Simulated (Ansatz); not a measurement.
# Sr under changes of volume

One of the cells (55.009 Å³/atom); the others are scaled copies at fixed shape and fractional positions:

```
Sr
1.0
     7.06595    0.00000    0.00000
    -3.53298    6.11929    0.00000
     0.00000    0.00000    3.81663
Sr
3
Direct
  0.66578 0.00000 0.00000
  0.33422 0.33422 0.00000
  0.00000 0.66578 0.00000
```

This isn't the form of Sr at room conditions, which is fcc.

| Property | Result |
| --- | --- |
| Program | Ansatz 0.2.0 |
| Functional | PBE |
| Potentials or basis | Ansatz PAW |
| Cutoff | 420 eV (not typed: the program's choice for these potentials) |
| k mesh | 5 × 5 × 7 |
| Occupations | fermi-dirac, width 0.05 eV |
| Spin | no spin polarisation |

| volume (Å³/atom) | energy over the lowest point (meV/atom) | pressure (GPa) | largest force (eV/Å) |
| --- | --- | --- | --- |
| 51.708 | ? | ? | ? |
| 52.808 | 1.17 | 0.4 | 0.016 |
| 53.908 | 0.00 | 0.2 | 0.015 |
| 55.009 | 0.01 | 0.0 | 0.015 |
| 56.109 | 1.01 | -0.2 | 0.014 |
| 57.209 | 2.87 | -0.3 | 0.013 |
| 58.309 | 5.49 | -0.4 | 0.013 |

What does the run at 51.708 Å³/atom give?

Energy over the lowest point 3.74 meV/atom; pressure 0.6 GPa; largest force 0.017 eV/Å.

Worked out: A Birch-Murnaghan fit of order 3 (a polynomial in V^(-2/3)) to the other rows has its minimum at 54.45 Å³/atom with B0 = V·E''(V) = 7.8 GPa and B' = 6.2 at fixed shape and positions, which overstates the stiffness. It gives 3.67 meV/atom at 51.708 Å³/atom, against the run's 3.74, and -dE/dV = 0.5 GPa, against 0.6.

Energies are extrapolated to zero smearing.
